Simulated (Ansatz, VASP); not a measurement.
## SrO: VASP beside Ansatz

```
Sr O
1.0
     0.00000    2.56980    2.56980
     2.56980    0.00000    2.56980
     2.56980    2.56980    0.00000
Sr O
1 1
Cartesian
  0.0000 0.0000 0.1000
  2.5698 2.5698 2.5698
```

Change from the starting cell: all Sr atoms moved -0.100 Å, as atom 1 towards its neighbour atom 2 (O) at 2.570 Å.

Alike in both runs: task single point; functional LDA; k mesh 8 × 8 × 8; occupations gaussian, width 0.05 eV; no spin polarisation.

|  | VASP | Ansatz |
| --- | --- | --- |
| version | VASP 6.6.1 | Ansatz 0.2.0 |
| potentials or method | VASP PAW LDA potentials, release 64 (Sr_sv, O) | scalar-relativistic, plane waves, PAW |
| plane-wave cutoff (eV) | 520 | 420 |
| valence electrons in the cell | 16 | 16 |

Ansatz gave:

- gap on the k mesh at the Fermi level (eV): 3.18
- least direct gap on the mesh (eV): 3.24
- pressure (GPa): -3.9
- largest component of the traceless stress (GPa): 0.71
- rms of the force components (eV/Å): 0.112

Question: Which values does VASP return?

Answer: gap on the k mesh at the Fermi level (eV): 3.12; least direct gap on the mesh (eV): 3.19; pressure (GPa): -3.2; largest component of the traceless stress (GPa): 0.76; rms of the force components (eV/Å): 0.122.

Atom by atom the forces differ by 0.010 eV/Å (rms over components).

A k mesh can miss the band edges.
